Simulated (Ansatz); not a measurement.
# AlAs: the cost of one run

Method: DFT PBE, scalar-relativistic, plane waves, PAW, in Ansatz 0.2.0.

1 further run of the same task is left out (set aside as unsound or not needed).

## (1) The system as given

Symmetry: F-43m, No. 216, cubic system. Conventional cell: a = 5.728 Å, b = 5.728 Å, c = 5.728 Å, α = 90.00°, β = 90.00°, γ = 90.00°. Around Al (site symmetry -43m) lie 4 As at 2.48 Å. Around As (site symmetry -43m) lie 4 Al at 2.48 Å.

Coordinates:

```xyz
2
Lattice="0.0000 2.8638 2.8638 2.8638 0.0000 2.8638 2.8638 2.8638 0.0000" Properties=species:S:1:pos:R:3 pbc="T T T"
Al    0.0000    0.0000    0.0000
As    1.4319    1.4319    1.4319
```

It is the result of an earlier relaxation at this level (volume 23.49 Å³/atom; gap on the mesh: 1.50 eV).

## (2) Bands, states and charges

Contents of input.yaml:

```yaml
crystal:
  lattice:
    - [0.0, 2.8638066096, 2.8638066096]
    - [2.8638066096, 0.0, 2.8638066096]
    - [2.8638066096, 2.8638066096, 0.0]
  atoms:
    - { symbol: Al, position: [0.0, 0.0, 0.0] }
    - { symbol: As, position: [0.25, 0.25, 0.25] }
basis:
  ecutwfc: 420
kpoints:
  mp_grid: { grid: [8, 8, 8] }
  band_path:
    path:
      - [[0.0, 0.0, 0.0], [-0.5, -0.5, 0.0], [-0.375, -0.375, 0.25]]
      - [[-0.375, 0.0, 0.375], [0.0, 0.0, 0.0], [0.0, 0.0, 0.5], [-0.5, -0.25, 0.25], [-0.5, -0.5, 0.0]]
    npoints: 14
hamiltonian:
  xc: pbe
scf:
  occupations: { method: gaussian, width: 0.02 }
  n_extra_bands: 6
output:
  forces: true
  stress: true
  eigenvalues: true
  populations: true
  dos: { projected: true, de: 0.02, nscf_kmesh: { grid: [12, 12, 12] } }
  bader: true
  write_density: true
  write_potential: true
  elf: true
  volumetric_format: npy
```

Command:

```bash
$ ansatz run input.yaml --threads 1 --pin off --max-ram 2560MiB --backend cpu --events-out ev --progress --plain --runs-dir out
```

**Question.** How long does this run take on 1 thread of an Arm CPU, shared host, and how much memory does it need?

About 26 s, with a peak of 0.32 GiB.
